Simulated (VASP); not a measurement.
# ZnS (Wurtzite-2H) (P6_3mc) in VASP: a series of runs

One crystal, ZnS (Wurtzite-2H), is run at these levels: PBE; tasks: single point.

Everything below comes from runs of VASP 6.6.1. Logs are shortened: lines on timing, memory, paths and dates and some standing lists are left out, and cuts for length are marked.

### 1 The structure

The structure is hexagonal, space group P6_3mc (No. 186). Conventional cell: a = 3.811 Å, b = 3.811 Å, c = 6.234 Å, α = 90.00°, β = 90.00°, γ = 120.00°. Around Zn (site symmetry 3m) lie 4 S at 2.31 to 2.40 Å. S (site symmetry 3m) is surrounded by 4 Zn at 2.31 to 2.40 Å.

### 2 Single point, PBE, spin-orbit coupling, no magnetisation

The input, INCAR:

```
ALGO     = Normal         # electronic algorithm
EDIFF    = 0.001          # SCF threshold, eV
ENCUT    = 350            # plane-wave cutoff, eV
GGA      = PE             # functional
GGA_COMPAT= F            
ISIF     = 2              # what is computed and relaxed
ISMEAR   = 0              # smearing method
LASPH    = T              # aspherical terms in the spheres
LCHARG   = F              # write CHGCAR
LORBIT   = 11             # projections on sites
LREAL    = F              # projectors in reciprocal space
LSORBIT  = T              # spin-orbit coupling
LWAVE    = F              # write WAVECAR
MAGMOM   = 0 0 0 0 0 0 0 0 0 0 0 0 # initial moments
NBANDS   = 52             # bands
NELM     = 100            # most SCF steps
PREC     = Accurate       # precision mode
SIGMA    = 0.02           # smearing width, eV
```

The input, KPOINTS:

```
k-points
0
Gamma
  6 6 3
```

The input, POSCAR:

```
ZnS
1.0
    3.8110000000      0.0000000000      0.0000000000
   -1.9055000000      3.3004228138      0.0000000000
    0.0000000000      0.0000000000      6.2340000000
Zn S
2 2
Direct
    0.6666666667      0.3333333333      0.5000000000
    0.3333333333      0.6666666667      0.0000000000
    0.6666666667      0.3333333333      0.8850000000
    0.3333333333      0.6666666667      0.3850000000
```

Potentials or basis: VASP PAW PBE potentials, release 64 (Zn, S).

Started as:

```console
cat potpaw_PBE.64/Zn/POTCAR potpaw_PBE.64/S/POTCAR > POTCAR
mpirun -np 1 vasp_ncl > vasp.out
```

OUTCAR:

```text
EDIFF = 0.001
   ENCUT = 350
   GGA = PE
   ISIF = 2
   ISMEAR = 0
   LASPH = T
   LORBIT = 11
   LREAL = F
   LSORBIT = T
   NELM = 100
   PREC = Accurate

 Found     21 irreducible k-points:

 Following reciprocal coordinates:
            Coordinates               Weight
  0.000000  0.000000  0.000000      1.000000
  0.166667 -0.000000  0.000000      6.000000
  0.333333  0.000000  0.000000      6.000000
  0.500000  0.000000  0.000000      3.000000
  0.166667  0.166667  0.000000      6.000000
  0.333333  0.166667  0.000000     12.000000
   k-points           NKPTS =     21   k-points in BZ     NKDIM =     21   number of bands    NBANDS=     52
   number of dos      NEDOS =    301   number of ions     NIONS =      4
   total plane-waves  NPLWV =  23040
   dimension x,y,z NGX =    24 NGY =   24 NGZ =   40
   dimension x,y,z NGXF=    48 NGYF=   48 NGZF=   80
   ions per type =               2   2
   NGX,Y,Z   is equivalent  to a cutoff of  10.47, 10.47, 10.67 a.u.
   NGXF,Y,Z  is equivalent  to a cutoff of  20.94, 20.94, 21.33 a.u.
 SYSTEM =  unknown system
   PREC   = accura    normal or accurate (medium, high low for compatibility)
   ISTART =      0    job   : 0-new  1-cont  2-samecut
   ICHARG =      2    charge: 1-file 2-atom 10-const
   ISPIN  =      1    spin polarized calculation?
   LNONCOLLINEAR =      T non collinear calculations
   LSORBIT =      T    spin-orbit coupling
   LASPH  =      T    aspherical Exc in radial PAW
   ENCUT  =  350.0 eV  25.72 Ry    5.07 a.u.   5.81  5.81  9.51*2*pi/ulx,y,z
   NELM   =    100;   NELMIN=  2; NELMDL= -5     # of ELM steps
   EDIFF  = 0.1E-02   stopping-criterion for ELM
   LREAL  =      F    real-space projection
   EDIFFG = 0.1E-01   stopping-criterion for IOM
   NSW    =      0    number of steps for IOM
   IBRION =     -1    ionic relax: 0-MD 1-quasi-New 2-CG
   NFREE  =      0    steps in history (QN), initial steepest desc. (CG)
   ISIF   =      2    stress and relaxation
   ISYM   =      2    0-nonsym 1-usesym 2-fastsym
   POTIM  = 0.5000    time-step for ionic-motion
   TEBEG  =    0.0;   TEEND  =   0.0 temperature during run
   PSTRESS=    0.0 pullay stress
   NELECT =      36.0000    total number of electrons
   NUPDOWN=      -1.0000    fix difference up-down
   EMIN   =  10.00;   EMAX   =-10.00  energy-range for DOS
   EFERMI =   0.00;   METHOD = LEGACY
   ISMEAR =     0;   SIGMA  =   0.02  broadening in eV -4-tet -1-fermi 0-gaus
   EFERMI_NEDOS =   21; number of points for ismear=-14 and -15
   IALGO  =     38    algorithm
   IMIX   =      4    mixing-type and parameters
     AMIX     =   0.40;   BMIX     =  1.00
     AMIX_MAG =   1.60;   BMIX_MAG =  1.00
  volume/ion in A,a.u.               =      19.60       132.29
  Fermi-wavevector in a.u.,A,eV,Ry     =   1.262943  2.386617 21.701647  1.595026
  Thomas-Fermi vector in A             =   2.396326
   LORBIT       =     11    0 simple, 1 ext, 2 COOP (PROOUT), +10 PAW based schemes
   GGA     = PE    functional components
   LHFCALC =     F    Hartree Fock is set to
   AEXX    =    0.0000 exact exchange contribution
   IVDW    =     0    specifies the selected vdW correction
   LEPSILON=     F    determine dielectric tensor
   LRPA    =     F    only Hartree local field effects (RPA)
 Gauss-broadening in eV      SIGMA  =   0.02
  energy-cutoff  :      350.00
  volume of cell :       78.41
 maximum number of plane-waves:      2352
   NGX = 11   NGY = 11   NGZ = 19

 number of electron      36.0000000 magnetization       0.0000000      0.0000000      0.0000000

 number of electron      35.9999988 magnetization      -0.0000000      0.0000000      0.0000000

 number of electron      35.9999988 magnetization      -0.0000000      0.0000000     -0.0000000

 number of electron      35.9999988 magnetization      -0.0000000     -0.0000000     -0.0000000

 Free energy of the ion-electron system (eV)
  ---------------------------------------------------
  ext. energy  EPLUGINS =         0.00000000
  ---------------------------------------------------
  free energy    TOTEN  =       -13.65548211 eV

  energy without entropy =      -13.65548211  energy(sigma->0) =      -13.65548211

 E-fermi :   2.3324     XC(G=0):  -9.6626

 val. band max:        2.1796643473   @ k =   0.0000   0.0000   0.0000
 cond. band min:       4.4023996503   @ k =   0.0000   0.0000   0.0000
 fundamental gap:      2.2227353030
 Fermi energy:         2.3324301723

 k-point     1 :       0.0000    0.0000    0.0000
  band No.  band energies     occupation
      1     -11.0367      1.00000
      2     -11.0367      1.00000
      3     -10.1130      1.00000
      4     -10.1130      1.00000
      5      -4.3224      1.00000
      6      -4.3224      1.00000
[... 295 lines left out ...]
     47      10.6564      0.00000
     48      10.6604      0.00000

 [... further k-points ...]

 [bands above 48 left out]

------------------------ aborting loop because EDIFF is reached ----------------------------------------

  FORCE on cell =-STRESS in cart. coord.  units (eV):
  Direction    XX          YY          ZZ          XY          YZ          ZX
  --------------------------------------------------------------------------------------
  -------------------------------------------------------------------------------------
  Total        1.5188629      1.5188629      0.5047101      0.0000000      0.0000000      0.0000000
  in kB       31.0351487     31.0351487     10.3128159      0.0000000      0.0000000      0.0000000
  external PRESSURE =      24.1277044 kB  Pullay stress =       0.0000000 kB

 VOLUME and BASIS-vectors are now :
 -----------------------------------------------------------------------------
  energy-cutoff  :      350.00
  volume of cell :       78.41
      direct lattice vectors                 reciprocal lattice vectors
     3.811000000  0.000000000  0.000000000     0.262398321  0.151495741  0.000000000
    -1.905500000  3.300422814  0.000000000     0.000000000  0.302991482  0.000000000
     0.000000000  0.000000000  6.234000000     0.000000000  0.000000000  0.160410651

 POSITION                                       TOTAL-FORCE (eV/Angst)
 -----------------------------------------------------------------------------------
      1.90550      1.10014      3.11700         0.000000     -0.000000      0.323002
     -0.00000      2.20028      0.00000        -0.000000      0.000000      0.323002
      1.90550      1.10014      5.51709        -0.000000      0.000000     -0.323002
     -0.00000      2.20028      2.40009         0.000000     -0.000000     -0.323002
 -----------------------------------------------------------------------------------
    total drift:                               -0.000000     -0.000000      0.000019

  FREE ENERGIE OF THE ION-ELECTRON SYSTEM (eV)
  ---------------------------------------------------
  free  energy   TOTEN  =       -13.6554821082 eV

  energy  without entropy=      -13.6554821082  energy(sigma->0) =      -13.65548211

 Spin-Orbit-Coupling matrix elements

 Ion:    1  E_soc:     -0.0083488
 l=   1
     0.0000000    -0.0004032    -0.0004292
    -0.0004032     0.0000000    -0.0004032
    -0.0004292    -0.0004032     0.0000000
 l=   2
     0.0000000    -0.0001955     0.0000000    -0.0001955    -0.0007948
    -0.0001955     0.0000000    -0.0005849    -0.0001924    -0.0001955
     0.0000000    -0.0005849     0.0000000    -0.0005849     0.0000000
    -0.0001955    -0.0001924    -0.0005849     0.0000000    -0.0001955
    -0.0007948    -0.0001955     0.0000000    -0.0001955     0.0000000
 l=   3
     0.0000000     0.0000000     0.0000000     0.0000000     0.0000000     0.0000000     0.0000000
     0.0000000     0.0000000     0.0000000     0.0000000     0.0000000     0.0000000     0.0000000
     0.0000000     0.0000000     0.0000000     0.0000000     0.0000000     0.0000000     0.0000000
     0.0000000     0.0000000     0.0000000     0.0000000     0.0000000     0.0000000     0.0000000
     0.0000000     0.0000000     0.0000000     0.0000000     0.0000000     0.0000000     0.0000000
     0.0000000     0.0000000     0.0000000     0.0000000     0.0000000     0.0000000     0.0000000
     0.0000000     0.0000000     0.0000000     0.0000000     0.0000000     0.0000000     0.0000000

 Ion:    2  E_soc:     -0.0083488
 l=   1
     0.0000000    -0.0004032    -0.0004292
    -0.0004032     0.0000000    -0.0004032
    -0.0004292    -0.0004032     0.0000000
 l=   2
     0.0000000    -0.0001955     0.0000000    -0.0001955    -0.0007948
    -0.0001955     0.0000000    -0.0005849    -0.0001924    -0.0001955
     0.0000000    -0.0005849     0.0000000    -0.0005849     0.0000000
    -0.0001955    -0.0001924    -0.0005849     0.0000000    -0.0001955
    -0.0007948    -0.0001955     0.0000000    -0.0001955     0.0000000
 l=   3
     0.0000000     0.0000000     0.0000000     0.0000000     0.0000000     0.0000000     0.0000000
     0.0000000     0.0000000     0.0000000     0.0000000     0.0000000     0.0000000     0.0000000
     0.0000000     0.0000000     0.0000000     0.0000000     0.0000000     0.0000000     0.0000000
     0.0000000     0.0000000     0.0000000     0.0000000     0.0000000     0.0000000     0.0000000
     0.0000000     0.0000000     0.0000000     0.0000000     0.0000000     0.0000000     0.0000000
     0.0000000     0.0000000     0.0000000     0.0000000     0.0000000     0.0000000     0.0000000
     0.0000000     0.0000000     0.0000000     0.0000000     0.0000000     0.0000000     0.0000000
[... 21 lines left out ...]
 Ion:    4  E_soc:     -0.0017645
 l=   1
     0.0000000    -0.0002945    -0.0002933
    -0.0002945     0.0000000    -0.0002945
    -0.0002933    -0.0002945     0.0000000
 l=   2
     0.0000000     0.0000000     0.0000000     0.0000000     0.0000000
     0.0000000     0.0000000     0.0000000     0.0000000     0.0000000
     0.0000000     0.0000000     0.0000000     0.0000000     0.0000000
     0.0000000     0.0000000     0.0000000     0.0000000     0.0000000
     0.0000000     0.0000000     0.0000000     0.0000000     0.0000000
 l=   3
     0.0000000     0.0000000     0.0000000     0.0000000     0.0000000     0.0000000     0.0000000
     0.0000000     0.0000000     0.0000000     0.0000000     0.0000000     0.0000000     0.0000000
     0.0000000     0.0000000     0.0000000     0.0000000     0.0000000     0.0000000     0.0000000
     0.0000000     0.0000000     0.0000000     0.0000000     0.0000000     0.0000000     0.0000000
     0.0000000     0.0000000     0.0000000     0.0000000     0.0000000     0.0000000     0.0000000
     0.0000000     0.0000000     0.0000000     0.0000000     0.0000000     0.0000000     0.0000000
     0.0000000     0.0000000     0.0000000     0.0000000     0.0000000     0.0000000     0.0000000

 total charge

# of ion       s       p       d       tot
------------------------------------------
    1        0.521   0.482   9.797  10.800
    2        0.521   0.482   9.797  10.800
    3        1.315   2.442   0.000   3.757
    4        1.315   2.442   0.000   3.757
--------------------------------------------------
tot          3.671   5.849  19.594  29.113

 magnetization (x)

# of ion       s       p       d       tot
------------------------------------------
    1        0.000   0.000   0.000   0.000
    2       -0.000  -0.000   0.000  -0.000
    3        0.000   0.000   0.000   0.000
    4       -0.000   0.000   0.000  -0.000
--------------------------------------------------
tot         -0.000   0.000   0.000  -0.000

 magnetization (y)

# of ion       s       p       d       tot
------------------------------------------
    1        0.000   0.000   0.000   0.000
    2        0.000   0.000   0.000   0.000
    3        0.000  -0.000   0.000  -0.000
    4        0.000   0.000   0.000   0.000
--------------------------------------------------
tot          0.000   0.000   0.000   0.000

 magnetization (z)

# of ion       s       p       d       tot
------------------------------------------
    1       -0.000   0.000   0.000   0.000
    2        0.000   0.000  -0.000   0.000
    3        0.000   0.000   0.000   0.000
    4        0.000   0.000   0.000   0.000
--------------------------------------------------
tot          0.000   0.000  -0.000   0.000
```

It took 60 s on 1 thread of Intel Xeon Platinum 8259CL at 2.50GHz (Skylake/Cascade Lake), shared host; peak memory 0.27 GiB.

These settings aren't checked as converged: the numbers below hold their error.

What came out:

```
Free energy                                           : -13.6555 eV
Pressure                                              : 2.4 GPa
Largest force                                         : 0.323 eV/Å
Valence electrons inside the program's atomic spheres : Zn 10.80; S 3.76
```

[end of part 1 of 2]
